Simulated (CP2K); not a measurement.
Runs of CP2K 2026.2 on PbO. The structure is orthorhombic, space group Pbcm (No. 57). Conventional cell: a = 5.876 Å, b = 5.476 Å, c = 4.743 Å, α = 90.00°, β = 90.00°, γ = 90.00°. Around Pb (site symmetry m) lie 2 O at 2.17 to 2.44 Å. O (site symmetry m) is surrounded by 2 Pb at 2.17 to 2.44 Å. 

```tsv
level	cutoff of the non-local correlation (Ry)	gap on the mesh (eV)	pressure (GPa)	largest force (eV/Å)
PW91	-	1.99	4.4	(a)
rev-vdW-DF2	300	2.02	4.6	1.15
PBEsol	-	1.89	3.1	1.14
LDA	-	1.91	(b)	1.14
SCAN	-	2.23	2.9	1.12
```

Alike in all rows: task single point; potentials or basis POTENTIAL_UZH Pb GTH-PBE-q4, O GTH-PBE-q6; DZVP-MOLOPT-PBE-GTH basis; no spin polarisation; cell as given; k mesh 4 × 4 × 5; smearing fermi-dirac 0.05 eV.

**Question.** Fill in the values left out.

**Answer.** (a) 1.11; (b) 2.4.

Caveats: the potentials were made for another functional, which shifts forces and pressure; spin-orbit coupling is left out, which as a rule narrows the gap of such compounds by several tenths of an eV; an odd mesh through Γ misses points on the zone boundary, where band edges often lie; the cell's inner coordinates are idealised or old, which leaves forces on the atoms; the basis of atomic orbitals isn't converged, which shifts pressures, moduli and gaps.

A k mesh can miss the band edges, and the runs leave out spin-orbit coupling on Pb.
